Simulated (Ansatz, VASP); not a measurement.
One calculation of Al, two programs

```
Al
1.0
     2.83943    0.00000    0.00000
     0.00000    2.83943    0.00000
     0.00000    0.00000   23.02333
Al
4
Direct
  0.50000 0.50000 0.36919
  0.00000 0.00000 0.45640
  0.50000 0.50000 0.54696
  0.00000 0.00000 0.63634
```

Alike in both runs: functional PBEsol; k mesh 10 × 10 × 1; occupations gaussian, width 0.1 eV; no spin polarisation.

Ansatz relaxed the structure, and its values are those at the end. VASP's run is a single point on that final structure, the one shown.

|  | VASP | Ansatz |
| --- | --- | --- |
| version | VASP 6.6.1 | Ansatz 0.2.0 |
| potentials or method | VASP PAW PBE potentials, release 64 (Al) | scalar-relativistic, plane waves, PAW |
| plane-wave cutoff (eV) | 520 | 420 |
| valence electrons in the cell | 12 | 12 |

|  | VASP | Ansatz | Ansatz less VASP |
| --- | --- | --- | --- |
| gap on the k mesh at the Fermi level (eV) | none | none | - |
| rms of the force components (eV/Å) | 0.064 | 0.063 | -0.0010 |

A gap of «none» marks a metal or a gap that the smearing closes.

Caveats: the PAW data sets were made with another functional, which shifts forces and pressure a little (VASP).
